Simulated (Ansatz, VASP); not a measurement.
# One calculation of Tl, two programs

File INCAR:

```
SYSTEM = Tl
PREC = Accurate
ENCUT = 520
EDIFF = 1E-6
ISMEAR = 0
SIGMA = 0.15
LREAL = .FALSE.
LASPH = .TRUE.
NELM = 80
ALGO = Fast
ISIF = 2
LWAVE = .FALSE.
LCHARG = .FALSE.
NBANDS = 12
```

Contents of KPOINTS:

```
Automatic mesh
0
G
  18 18 18
  0 0 0
```

File POSCAR:

```
Tl
1.0
    0.0000000000      2.6036355239      2.2130901953
    2.6036355239      0.0000000000      2.2130901953
    2.6036355239      2.6036355239      0.0000000000
Tl
1
Direct
    0.0000000000      0.0000000000      0.0000000000
```

Input for Ansatz:

```yaml
crystal:
  lattice:
    - [0.0, 2.6036355239, 2.2130901953]
    - [2.6036355239, 0.0, 2.2130901953]
    - [2.6036355239, 2.6036355239, 0.0]
  atoms:
    - { symbol: Tl, position: [0.0, 0.0, 0.0] }
basis:
  ecutwfc: 420
kpoints:
  mp_grid: { grid: [18, 18, 18] }
hamiltonian:
  xc: lda
scf:
  occupations: { method: gaussian, width: 0.15 }
output:
  forces: true
  stress: true
  eigenvalues: true
```

Alike in both runs: task single point; functional LDA; k mesh 18 × 18 × 18; occupations gaussian, width 0.15 eV; no spin polarisation.

|  | VASP | Ansatz |
| --- | --- | --- |
| version | VASP 6.6.1 | Ansatz 0.2.0 |
| potentials or method | VASP PAW LDA potentials, release 64 (Tl_d) | scalar-relativistic, plane waves, PAW |
| plane-wave cutoff (eV) | 520 | 420 |
| valence electrons in the cell | 13 | 13 |

VASP gave:

| Item | Value |
| --- | --- |
| gap on the k mesh at the Fermi level (eV) | none |
| pressure (GPa) | -3.3 |
| largest component of the traceless stress (GPa) | 0.22 |

What did Ansatz give for the same quantities?

gap on the k mesh at the Fermi level (eV): none; pressure (GPa): -3.3; largest component of the traceless stress (GPa): 0.25.

A gap of «none» marks a metal or a gap that the smearing closes.

The runs have no spin-orbit coupling, so splittings on Tl are missing.
